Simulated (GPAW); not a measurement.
# PbSe (Pm-3m) in GPAW: reference runs

How does PbSe come out in PBE? The cell is run as given and disturbed.

Everything below comes from runs of GPAW 26.7.0. Logs are shortened: lines on timing, memory, paths and dates and some standing lists are left out, and cuts for length are marked. The log counts tension as positive stress, the text compression.

**1. The crystal as given**

The structure is cubic, space group Pm-3m (No. 221). Conventional cell: a = 3.784 Å, b = 3.784 Å, c = 3.784 Å, α = 90.00°, β = 90.00°, γ = 90.00°. Pb (site symmetry m-3m) is surrounded by 8 Se at 3.28 Å. Around Se (site symmetry m-3m) lie 8 Pb at 3.28 Å.

Measurements of this composition are mostly on another form, of space group No. 225.

**2. Single point, PBE**

File run.py:

```python
from ase import Atoms
from ase.dft.bandgap import bandgap
from ase.io import write
from ase.units import GPa
from gpaw import GPAW, PW

atoms = Atoms(['Pb', 'Se'],
              cell=[[3.784322, 0.0, 0.0],
                    [0.0, 3.784322, 0.0],
                    [0.0, 0.0, 3.784322]],
              scaled_positions=[[0.0, 0.0, 0.0],
                                [0.5, 0.5, 0.5]],
              pbc=True)

calc = GPAW(mode=PW(600),
            xc='PBE',
            kpts={'size': (7, 7, 7), 'gamma': True},
            occupations={'name': 'fermi-dirac', 'width': 0.05},
            nbands=19,
            convergence={'density': 1e-05, 'energy': 1e-05},
            maxiter=150,
            txt='gpaw.txt')
atoms.calc = calc
energy = atoms.get_potential_energy()
forces = atoms.get_forces()
stress = atoms.get_stress()
calc.write('gs.gpw')
write('result.traj', atoms)
print(f'Energy: {energy:.6f} eV')
print('Forces (eV/A):')
print(forces.round(4))
print('Stress (GPa):', (stress / GPa).round(3))
print('Fermi level:', round(calc.get_fermi_level(), 4), 'eV')
print(f'Gap: {bandgap(calc)[0]:.4f} eV, direct: {bandgap(calc, direct=True)[0]:.4f} eV')
```

Potentials or basis: GPAW PAW data sets (gpaw-data 1.2.1), pw.

The run is started by

```sh
$ OMP_NUM_THREADS=1 python run.py
```

gpaw.txt:

```text
__  _  _
 | _ |_)|_||  |
 |__||  | ||/\| - 26.7.0

Input parameters:
  mode=PW(ecut=600.0),
  convergence={'density': 1e-05, 'energy': 1e-05},
  kpts=MonkhorstPack(size=(7, 7, 7), gamma=True),
  maxiter=150,
  nbands=19,
  occupations=Occupations(name='fermi-dirac', width=0.05),
  xc=XC(name='PBE')

Diagonalizing LCAO Hamiltonian
Converting LCAO to pw mode
   .--------.
  /|        |
 * |        |
 | |   Se   |
 | |        |
 | .--------.
 |/        /
 Pb-------*

Atoms  # Å, Bohr magnetons
|   | symbol |        x |        y |        z |    initial magnetic moments |
|---|--------|----------|----------|----------|-----------------------------|
| 0 |     Pb | 0.000000 | 0.000000 | 0.000000 | ( 0.0000,  0.0000,  0.0000) |
| 1 |     Se | 1.892161 | 1.892161 | 1.892161 | ( 0.0000,  0.0000,  0.0000) |

Unit cell  # Å
| periodic |        x |        y |        z |  lengths |    angles |
|----------|----------|----------|----------|----------|-----------|
|      yes | 3.784322 | 0.000000 | 0.000000 | 3.784322 | 90.000000 |
|      yes | 0.000000 | 3.784322 | 0.000000 | 3.784322 | 90.000000 |
|      yes | 0.000000 | 0.000000 | 3.784322 | 3.784322 | 90.000000 |

Number of symmetries: 48
Symmetry operations  # r_c * U_cc + t_c -> r_c
|    | kind |            matrix            |
|----|------|------------------------------|
|  0 |  E   |  1, 0, 0,  0, 1, 0,  0, 0, 1 |
|  1 |  σ   |  1, 0, 0,  0, 1, 0,  0, 0,-1 |
|  2 |  σ   |  1, 0, 0,  0, 0, 1,  0, 1, 0 |
|  3 |  C4  |  1, 0, 0,  0, 0, 1,  0,-1, 0 |
|  4 |  C4  |  1, 0, 0,  0, 0,-1,  0, 1, 0 |
|  5 |  σ   |  1, 0, 0,  0, 0,-1,  0,-1, 0 |
|  6 |  σ   |  1, 0, 0,  0,-1, 0,  0, 0, 1 |
|  7 |  C2  |  1, 0, 0,  0,-1, 0,  0, 0,-1 |
|  8 |  σ   |  0, 1, 0,  1, 0, 0,  0, 0, 1 |
|  9 |  C2  |  0, 1, 0,  1, 0, 0,  0, 0,-1 |
| 10 |  C3  |  0, 1, 0,  0, 0, 1,  1, 0, 0 |
| 11 |  S6  |  0, 1, 0,  0, 0, 1, -1, 0, 0 |
| 12 |  S6  |  0, 1, 0,  0, 0,-1,  1, 0, 0 |
| 13 |  C3  |  0, 1, 0,  0, 0,-1, -1, 0, 0 |
| 14 |  C4  |  0, 1, 0, -1, 0, 0,  0, 0, 1 |
| 15 |  S4  |  0, 1, 0, -1, 0, 0,  0, 0,-1 |
| 16 |  C3  |  0, 0, 1,  1, 0, 0,  0, 1, 0 |
| 17 |  S6  |  0, 0, 1,  1, 0, 0,  0,-1, 0 |
| 18 |  σ   |  0, 0, 1,  0, 1, 0,  1, 0, 0 |
| 19 |  C4  |  0, 0, 1,  0, 1, 0, -1, 0, 0 |
| 20 |  C2  |  0, 0, 1,  0,-1, 0,  1, 0, 0 |
| 21 |  S4  |  0, 0, 1,  0,-1, 0, -1, 0, 0 |
| 22 |  S6  |  0, 0, 1, -1, 0, 0,  0, 1, 0 |
| 23 |  C3  |  0, 0, 1, -1, 0, 0,  0,-1, 0 |
| 24 |  S6  |  0, 0,-1,  1, 0, 0,  0, 1, 0 |
| 25 |  C3  |  0, 0,-1,  1, 0, 0,  0,-1, 0 |
| 26 |  C4  |  0, 0,-1,  0, 1, 0,  1, 0, 0 |
| 27 |  σ   |  0, 0,-1,  0, 1, 0, -1, 0, 0 |
| 28 |  S4  |  0, 0,-1,  0,-1, 0,  1, 0, 0 |
| 29 |  C2  |  0, 0,-1,  0,-1, 0, -1, 0, 0 |
| 30 |  C3  |  0, 0,-1, -1, 0, 0,  0, 1, 0 |
| 31 |  S6  |  0, 0,-1, -1, 0, 0,  0,-1, 0 |
| 32 |  C4  |  0,-1, 0,  1, 0, 0,  0, 0, 1 |
| 33 |  S4  |  0,-1, 0,  1, 0, 0,  0, 0,-1 |
| 34 |  S6  |  0,-1, 0,  0, 0, 1,  1, 0, 0 |
| 35 |  C3  |  0,-1, 0,  0, 0, 1, -1, 0, 0 |
| 36 |  C3  |  0,-1, 0,  0, 0,-1,  1, 0, 0 |
| 37 |  S6  |  0,-1, 0,  0, 0,-1, -1, 0, 0 |
| 38 |  σ   |  0,-1, 0, -1, 0, 0,  0, 0, 1 |
| 39 |  C2  |  0,-1, 0, -1, 0, 0,  0, 0,-1 |
| 40 |  σ   | -1, 0, 0,  0, 1, 0,  0, 0, 1 |
| 41 |  C2  | -1, 0, 0,  0, 1, 0,  0, 0,-1 |
| 42 |  C2  | -1, 0, 0,  0, 0, 1,  0, 1, 0 |
| 43 |  S4  | -1, 0, 0,  0, 0, 1,  0,-1, 0 |
| 44 |  S4  | -1, 0, 0,  0, 0,-1,  0, 1, 0 |
| 45 |  C2  | -1, 0, 0,  0, 0,-1,  0,-1, 0 |
| 46 |  C2  | -1, 0, 0,  0,-1, 0,  0, 0, 1 |
| 47 |  i   | -1, 0, 0,  0,-1, 0,  0, 0,-1 |
[... 64 lines left out ...]
    |   6s |  2.000 |     -11.969 |    1.259 |
    |   6p |  2.000 |      -3.506 |    1.275 |
    |   5d | 10.000 |     -21.211 |    1.217 |
    |    s |        |      15.243 |    1.259 |
    |    p |        |      23.705 |    1.275 |
    |    d |        |       6.001 |    1.217 |

    Using partial waves for Pb as LCAO basis

  Se:
    name:    Selenium
    Z:       34.0
    valence: 6
    core:    28
    charge:  0.0  # [|e|]
    compensation charges:
      type: gauss
      rc: 0.27  # [Å]
      lmax: 2
    cutoffs:
      filter: 1.77  # [Å]
      core: 2.67  # [Å]
    projectors
    | kind |    occ | energy [eV] | rcut [Å] |
    |------|--------|-------------|----------|
    |   4s |  2.000 |     -17.277 |    0.847 |
    |   4p |  4.000 |      -6.512 |    1.005 |
    |    s |        |       9.935 |    0.847 |
    |    p |        |      20.699 |    1.005 |
    |    d |        |       0.000 |    0.847 |

    Using partial waves for Se as LCAO basis

Reference energy: -633377.995495  # eV

eigensolver:
  PPCG
  Converge bands: occupied
  niter=2

density mixing:
  MSR1-Mixer
  Pratt-step length: 0.05
  Maximum mixing coefficient: 0.75
  Old densities: 10
  SVD Regularization: 0.005
  Good broyden scale: 1.0
  Trust region scale: 1.0
  Backstep threshold: 4.0
  History deletion threshold: 6.0
  Fourier metric: weight=20.0, sigma=0.015

occupation numbers:
  Fermi-Dirac:
    width: 0.0500  # eV

poisson solver:
  ecut: 4800.0  # eV

xc functional:
  name: PBE with 2 nearest neighbor stencil

convergence criteria:
- Maximum integral of absolute [dens]ity change: 1e-05 electrons / valence electron
- Maximum [total energy] change in last 3 cyles: 1e-05 eV / valence electron
- Maximum integral of absolute [eigenst]ate change: 4e-08 eV^2 / valence electron
maximum number of iterations: 150

SCF iterations
|iter     | |      energy | eigst |  dens |
|---------|-|-------------|-------|-------|
|iter:   1| |   -8.356456 | -0.27 |       |
|iter:   2| |   -8.249570 | -2.19 | -1.18 |
|iter:   3| |   -7.937942 | -1.74 | -1.23 |
|iter:   4| |   -7.931739 | -3.60 | -1.90 |
|iter:   5| |   -7.931693 | -4.17 | -2.22 |
|iter:   6| |   -7.931697c| -5.53 | -3.21 |
|iter:   7| |   -7.931702c| -6.32 | -3.60 |
|iter:   8| |   -7.931701c| -7.67c| -4.54 |
|iter:   9| |   -7.931701c| -7.49c| -4.92 |
|iter:  10| |   -7.931701c| -8.25c| -5.79c|

Converged in 10 steps
Energy contributions relative to reference atoms: (reference = -633377.995495)

Energy contributions:
  Kinetic:          14.778289
  Coulomb:         -15.242387
  Zero:             -0.065260
  External:          0.000000
  Xc:               -7.396975
  Entropy:          -0.010735
  Spinorbit:         0.000000
  ----------------------------
  Free energy:      -7.937069
  Extrapolated:     -7.931701

dipole moment: (-15.979983, -15.979983, -15.979983)  # |e|*Ang

Fermi level: 6.398
Eigenvalues  # (at kpt = [0.000, 0.000, 0.000])
| band index |      eig [eV] | occ [0-2] |
|------------|---------------|-----------|
|          0 |       -10.486 |     2.000 |
|        ... |               |           |
|          2 |       -10.343 |     2.000 |
|          3 |       -10.343 |     2.000 |
|          4 |       -10.343 |     2.000 |
|          5 |        -6.760 |     2.000 |
|          6 |        -0.562 |     2.000 |
|          7 |         4.932 |     2.000 |
[... 9 lines left out ...]
|         17 |        19.258 |     0.000 |
|         18 |        19.258 |     0.000 |

No gap
No difference between direct/indirect transitions

Forces  # eV/Ang
|        x |        y |        z |
|----------|----------|----------|
| -0.00000 | -0.00000 | -0.00000 |  # Pb   0
| -0.00000 | -0.00000 | -0.00000 |  # Se   1

Stress tensor  # eV/Ang^3
|        x |        y |        z |
|----------|----------|----------|
| 0.002255 | 0.000000 | 0.000000 |
| 0.000000 | 0.002255 | 0.000000 |
| 0.000000 | 0.000000 | 0.002255 |

# Writing to gs.gpw (mode='')
```

stdout:

```text
Energy: -7.931701 eV
Forces (eV/A):
[[-0. -0. -0.]
 [-0. -0. -0.]]
Stress (GPa): [0.361 0.361 0.361 0.    0.    0.   ]
Fermi level: 6.3978 eV
Gap: 0.0000 eV, direct: 0.0000 eV
```

Wall time 9.6 s (1 thread of INTEL XEON PLATINUM 8581C at 2.10GHz (Emerald Rapids), shared host); peak memory 0.16 GiB.

Results:

```
Free energy            : -7.9371 eV
Pressure               : -0.4 GPa
Band gap on the k mesh : none (metal or under the smearing width)
```

The run has no spin-orbit coupling, so splittings on Pb are missing.

**3. Single point, PBE (atoms moved at random, drawn with an rms of 0.05 Å)**

Edit run.py of step 2 so:

```diff
@@ -10,4 +10,4 @@
                     [0.0, 0.0, 3.784322]],
-              scaled_positions=[[0.0, 0.0, 0.0],
-                                [0.5, 0.5, 0.5]],
+              scaled_positions=[[0.010126, -0.007953, -0.007364],
+                                [0.506355, 0.493823, 0.504588]],
               pbc=True)
```

Potentials or basis: GPAW PAW data sets (gpaw-data 1.2.1), pw.

The run is started by

```sh
$ OMP_NUM_THREADS=1 python run.py
```

gpaw.txt:

```text
__  _  _
 | _ |_)|_||  |
 |__||  | ||/\| - 26.7.0

Input parameters:
  mode=PW(ecut=600.0),
  convergence={'density': 1e-05, 'energy': 1e-05},
  kpts=MonkhorstPack(size=(7, 7, 7), gamma=True),
  maxiter=150,
  nbands=19,
  occupations=Occupations(name='fermi-dirac', width=0.05),
  xc=XC(name='PBE')

Diagonalizing LCAO Hamiltonian
Converting LCAO to pw mode
   Pb-------.
  /|        |
 * |        |
 | |   Se   |
 | |        |
 | .--------.
 |/        /
 *--------*

Atoms  # Å, Bohr magnetons
|   | symbol |        x |         y |         z |    initial magnetic moments |
|---|--------|----------|-----------|-----------|-----------------------------|
| 0 |     Pb | 0.038320 | -0.030097 | -0.027868 | ( 0.0000,  0.0000,  0.0000) |
| 1 |     Se | 1.916210 |  1.868785 |  1.909523 | ( 0.0000,  0.0000,  0.0000) |

Unit cell  # Å
| periodic |        x |        y |        z |  lengths |    angles |
|----------|----------|----------|----------|----------|-----------|
|      yes | 3.784322 | 0.000000 | 0.000000 | 3.784322 | 90.000000 |
|      yes | 0.000000 | 3.784322 | 0.000000 | 3.784322 | 90.000000 |
|      yes | 0.000000 | 0.000000 | 3.784322 | 3.784322 | 90.000000 |

Number of symmetries: 1
Symmetry operations  # r_c * U_cc + t_c -> r_c
|   | kind |            matrix            |
|---|------|------------------------------|
| 0 |  E   |  1, 0, 0,  0, 1, 0,  0, 0, 1 |

BZ-sampling:
  Number of BZ points: 343
  Number of IBZ points: 172

  Monkhorst-Pack size: [7, 7, 7]
  Monkhorst-Pack shift: [0, 0, 0]

K-points  # in reciprocal-cell coordinates
|     |                                coordinates |     weight |
|-----|--------------------------------------------|------------|
|   0 | (  0.00000000,   0.00000000,   0.00000000) | 0.00291545 |
|   1 | (  0.00000000,   0.00000000,   0.14285714) | 0.00583090 |
|   2 | (  0.00000000,   0.00000000,   0.28571429) | 0.00583090 |
|   3 | (  0.00000000,   0.00000000,   0.42857143) | 0.00583090 |
|   4 | (  0.00000000,   0.14285714,  -0.42857143) | 0.00583090 |
|   5 | (  0.00000000,   0.14285714,  -0.28571429) | 0.00583090 |
|   6 | (  0.00000000,   0.14285714,  -0.14285714) | 0.00583090 |
|   7 | (  0.00000000,   0.14285714,   0.00000000) | 0.00583090 |
|   8 | (  0.00000000,   0.14285714,   0.14285714) | 0.00583090 |
|   9 | (  0.00000000,   0.14285714,   0.28571429) | 0.00583090 |
| ... |                                            |            |
| 171 | (  0.42857143,   0.42857143,   0.42857143) | 0.00583090 |

Plane wave coefficients: 1839
Cutoff: 600.0 eV

Spin-components: 1 (collinear spins)
Bands:           19
Projectors:      11
Spin-degeneracy: 2
Datatype:        complex128

Parallelization:
  kpt:    1
  domain: 1
  band:   1

Density:
  Valence electrons: 20.0
  Components: 1
  Grid points: [24 24 24]
  Charge: 0.0  # |e|

Potential:
  Grid points: [24 24 24]

species:
  Pb:
    name:    Lead
    Z:       82.0
    valence: 14
    core:    68
    charge:  0.0  # [|e|]
    compensation charges:
      type: gauss
      rc: 0.38  # [Å]
      lmax: 2
    cutoffs:
      filter: 2.36  # [Å]
      core: 2.43  # [Å]
    projectors
    | kind |    occ | energy [eV] | rcut [Å] |
    |------|--------|-------------|----------|
    |   6s |  2.000 |     -11.969 |    1.259 |
    |   6p |  2.000 |      -3.506 |    1.275 |
    |   5d | 10.000 |     -21.211 |    1.217 |
    |    s |        |      15.243 |    1.259 |
    |    p |        |      23.705 |    1.275 |
    |    d |        |       6.001 |    1.217 |

    Using partial waves for Pb as LCAO basis

  Se:
    name:    Selenium
    Z:       34.0
    valence: 6
    core:    28
    charge:  0.0  # [|e|]
    compensation charges:
      type: gauss
      rc: 0.27  # [Å]
      lmax: 2
    cutoffs:
      filter: 1.77  # [Å]
      core: 2.67  # [Å]
    projectors
    | kind |    occ | energy [eV] | rcut [Å] |
    |------|--------|-------------|----------|
    |   4s |  2.000 |     -17.277 |    0.847 |
    |   4p |  4.000 |      -6.512 |    1.005 |
    |    s |        |       9.935 |    0.847 |
    |    p |        |      20.699 |    1.005 |
    |    d |        |       0.000 |    0.847 |

    Using partial waves for Se as LCAO basis

Reference energy: -633377.995495  # eV

eigensolver:
  PPCG
  Converge bands: occupied
  niter=2

density mixing:
  MSR1-Mixer
  Pratt-step length: 0.05
  Maximum mixing coefficient: 0.75
  Old densities: 10
  SVD Regularization: 0.005
  Good broyden scale: 1.0
  Trust region scale: 1.0
  Backstep threshold: 4.0
  History deletion threshold: 6.0
  Fourier metric: weight=20.0, sigma=0.015

occupation numbers:
  Fermi-Dirac:
    width: 0.0500  # eV

poisson solver:
  ecut: 4800.0  # eV

xc functional:
  name: PBE with 2 nearest neighbor stencil

convergence criteria:
- Maximum integral of absolute [dens]ity change: 1e-05 electrons / valence electron
- Maximum [total energy] change in last 3 cyles: 1e-05 eV / valence electron
- Maximum integral of absolute [eigenst]ate change: 4e-08 eV^2 / valence electron
maximum number of iterations: 150

SCF iterations
|iter     | |      energy | eigst |  dens |
|---------|-|-------------|-------|-------|
|iter:   1| |   -8.356940 | -0.28 |       |
|iter:   2| |   -8.250219 | -2.20 | -1.18 |
|iter:   3| |   -7.938913 | -1.74 | -1.23 |
|iter:   4| |   -7.932722 | -3.59 | -1.90 |
|iter:   5| |   -7.932667 | -4.16 | -2.22 |
|iter:   6| |   -7.932668c| -5.52 | -3.21 |
|iter:   7| |   -7.932673c| -6.33 | -3.60 |
|iter:   8| |   -7.932673c| -7.65c| -4.53 |
|iter:   9| |   -7.932672c| -7.50c| -4.92 |
|iter:  10| |   -7.932672c| -8.27c| -5.81c|

Converged in 10 steps
Energy contributions relative to reference atoms: (reference = -633377.995495)

Energy contributions:
  Kinetic:          14.817386
  Coulomb:         -15.275127
  Zero:             -0.065210
  External:          0.000000
  Xc:               -7.404342
  Entropy:          -0.010758
  Spinorbit:         0.000000
  ----------------------------
  Free energy:      -7.938052
  Extrapolated:     -7.932672

dipole moment: (-15.320664, 15.460589, 15.512589)  # |e|*Ang

Fermi level: 6.397
Eigenvalues  # (at kpt = [0.000, 0.000, 0.000])
| band index |      eig [eV] | occ [0-2] |
|------------|---------------|-----------|
|          0 |       -10.485 |     2.000 |
|        ... |               |           |
|          2 |       -10.342 |     2.000 |
|          3 |       -10.342 |     2.000 |
|          4 |       -10.342 |     2.000 |
|          5 |        -6.762 |     2.000 |
|          6 |        -0.560 |     2.000 |
|          7 |         4.930 |     2.000 |
[... 9 lines left out ...]
|         17 |        19.249 |     0.000 |
|         18 |        19.256 |     0.000 |

No gap
No difference between direct/indirect transitions

Forces  # eV/Ang
|        x |        y |        z |
|----------|----------|----------|
|  0.01217 | -0.00574 | -0.03844 |  # Pb   0
| -0.01216 |  0.00573 |  0.03843 |  # Se   1

Stress tensor  # eV/Ang^3
|        x |         y |         z |
|----------|-----------|-----------|
| 0.002111 |  0.000006 |  0.000038 |
| 0.000006 |  0.002118 | -0.000018 |
| 0.000038 | -0.000018 |  0.002030 |

# Writing to gs.gpw (mode='')
```

Run time: 62 s. Hardware: 1 thread of INTEL XEON PLATINUM 8581C at 2.10GHz (Emerald Rapids), shared host; peak memory 0.3 GiB.

What came out:

```
Free energy            : -7.9381 eV
Pressure               : -0.3 GPa
Largest force          : 0.041 eV/Å
Band gap on the k mesh : none (metal or under the smearing width)
```

Forces on the atoms (eV/Å):
```
Pb   0.012 -0.006 -0.038
Se  -0.012  0.006  0.038
```

Spin-orbit coupling is left out, which matters for the levels of Pb.
